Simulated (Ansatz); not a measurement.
ZnS: rattling a relaxed structure

It was reached by relaxing an invented guess, and it needn't be the stable form of this composition.

Method: DFT PBE, scalar-relativistic, plane waves, PAW in Ansatz 0.2.0. Settings: cutoff 420 eV, Γ-centred mesh 8×8×4 on the computed 6-atom cell, Gaussian smearing of 0.02 eV; no spin polarisation.

The cell below (6 atoms, space group Pmmm (No. 47)) is relaxed within its symmetry.

```
Zn S
1.0
     3.61651    0.00000    0.00000
     0.00000    3.85775    0.00000
     0.00000    0.00000    9.03811
Zn S
3 3
Direct
  0.50000 0.50000 0.16897
  0.50000 0.50000 0.83103
  0.00000 0.00000 0.50000
  0.50000 0.00000 0.31933
  0.00000 0.50000 0.00000
  0.50000 0.00000 0.68067
```

For the test a repeat of it with 12 atoms (edges 3.62, 3.86, 18.08 Å) was strained at random (σ = 1.5 % a component), the atoms were moved at random (σ = 0.05 Å), and all was relaxed again on a coarse 4×4×1 mesh (in the run’s order of axes) with 0.10 eV smearing, with no symmetry imposed.

Question: Is the structure stable against such a distortion?

Answer: It doesn't return. The energy falls by 13 meV/atom on that mesh, the volume changes by -1.4 %, and the end has space group P-1 (No. 2) at a loose tolerance. Relaxed again on an 8×8×2 mesh with 0.02 eV smearing, the new structure lies 10 meV/atom below the first (mesh in the axes of the run's cell; the cell below is made exact in the group named). Space group P-1 (No. 2), triclinic, a = 3.646 Å, b = 3.846 Å, c = 17.849 Å, α = 95.9°, β = 94.2°, γ = 94.1°. Zn on a site of symmetry 1 is surrounded by 4 S at 2.34–2.40 Å; Zn on a second site of symmetry 1 has 4 S at 2.33–2.40 Å; around Zn on a site of symmetry -1 lie 2 S at 2.28 Å and 2 S at 2.64 Å; S on its first site has 3 Zn at 2.28–2.39 Å and 1 Zn at 2.64 Å; 3 more sites not described.

```
Zn S
1.0
     3.64591    0.00000    0.00000
    -0.27370    3.83576    0.00000
    -1.31306   -1.92651   17.69641
Zn S
6 6
Cartesian
  -1.0416 -0.4129 14.7550
  -0.5163 2.2866 5.9199
  3.1007 2.3221 2.9414
  2.5754 -0.3774 11.7765
  1.8230 0.0000 0.0000
  1.0296 0.9546 8.8482
  -1.3457 1.4596 16.1193
  -0.5369 0.4032 7.2909
  1.2901 2.7239 4.4352
  0.7690 -0.8146 13.2612
  3.4048 0.4496 1.5772
  2.5961 1.5060 10.4055
```
